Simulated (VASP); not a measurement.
Set up this calculation in VASP 6.6.1, as the native input.

- Task: relaxation of cell and atoms
- Functional: r2SCAN
- Potentials or basis: VASP PAW PBE potentials, release 64 (Ga_d, P)
- Cutoff: 600 eV
- k mesh: 8 × 8 × 8
- Occupations: gaussian, width 0.01 eV
- Spin: no spin polarisation
- Dipole correction: no
- Further INCAR settings: ALGO = Normal; EDIFF = 1e-06; IBRION = 2; EDIFFG = -0.002; NSW = 80; ISIF = 3

Crystal: GaP.

```
Ga P
1.0
     0.00000    2.72500    2.72500
     2.72500    0.00000    2.72500
     2.72500    2.72500    0.00000
Ga P
1 1
Direct
  0.00000 0.00000 0.00000
  0.25000 0.25000 0.25000
```

The cell was built by a generator and needn't be a form met in nature.

These files were run (other wordings do the same):

POSCAR

```
GaP
1.0
    0.0000000000      2.7250000000      2.7250000000
    2.7250000000      0.0000000000      2.7250000000
    2.7250000000      2.7250000000      0.0000000000
Ga P
1 1
Direct
    0.0000000000      0.0000000000      0.0000000000
    0.2500000000      0.2500000000      0.2500000000
```

INCAR.step1

```
SYSTEM = GaP
  PREC = Accurate
  ENCUT = 600
  ISMEAR = 0
  SIGMA = 0.01
  LREAL = .False.
  LASPH = .True.
  NELM = 80
  GGA = PE
  ALGO = Normal
  EDIFF = 1E-4
  LWAVE = .True.
  LCHARG = .False.
```

INCAR.step2

```
SYSTEM = GaP
  PREC = Accurate
  ENCUT = 600
  EDIFF = 1E-6
  ISMEAR = 0
  SIGMA = 0.01
  LREAL = .False.
  LASPH = .True.
  NELM = 80
  ALGO = Normal
  ISIF = 3
  LWAVE = .False.
  LCHARG = .False.
  METAGGA = R2SCAN
  LMIXTAU = .True.
  IBRION = 2
  NSW = 80
  EDIFFG = -0.002
  ISTART = 1
```

KPOINTS

```
Automatic mesh
0
Gamma
  8 8 8
  0 0 0
```

Potentials or basis: VASP PAW PBE potentials, release 64 (Ga_d, P).

Run with:

```sh
$ cat potpaw_PBE.64/Ga_d/POTCAR potpaw_PBE.64/P/POTCAR > POTCAR
$ cp INCAR.step1 INCAR
$ mpirun -np 1 vasp_std > vasp.out
$ cp INCAR.step2 INCAR
$ mpirun -np 1 vasp_std > vasp.out
```

It gave:

| Item | Value |
| --- | --- |
| Pressure after relaxing | 0.0 GPa |
| Band gap on the k mesh | 1.90 eV, indirect (least direct gap 2.35 eV) |

Caveat: the relaxation stopped at its first step, so nothing moved; the PAW data sets were made with another functional, which shifts forces and pressure a little.

Wall time 110 s on 1 thread of Intel(R) Xeon(R) Platinum 8259CL CPU @ 2.50GHz (Skylake/Cascade Lake), with other jobs on the host, peak memory 0.19 GiB.
